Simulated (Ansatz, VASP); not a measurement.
## Al: VASP beside Ansatz

```
Al
1.0
     5.16803    0.00000    0.00000
     0.00000    5.16803    0.00000
     0.00000    0.00000    5.16803
Al
8
Direct
  0.00000 0.00000 0.00000
  0.50000 0.50000 0.50000
  0.25000 0.00000 0.50000
  0.75000 0.00000 0.50000
  0.50000 0.25000 0.00000
  0.50000 0.75000 0.00000
  0.00000 0.50000 0.25000
  0.00000 0.50000 0.75000
```

Alike in both runs: functional RPBE; k mesh 5 × 5 × 5; occupations fermi-dirac, width 0.1 eV; no spin polarisation.

Ansatz relaxed the structure, and its values are those at the end. VASP's run is a single point on that final structure, the one shown.

```csv
,VASP,Ansatz
version,VASP 6.6.1,Ansatz 0.2.0
potentials or method,"VASP PAW PBE potentials, release 64 (Al)","plane waves (420 eV) with PAW, scalar-relativistic"
plane-wave cutoff (eV),520,420
valence electrons in the cell,24,24
```

```tsv
	VASP	Ansatz	Ansatz less VASP
pressure (GPa)	-0.2	0.0	+0.17
```

The functional is the same, so the differences come from potentials, cutoffs and numerics.

Caveats: the PAW data sets were made with another functional, which shifts forces and pressure a little (VASP).
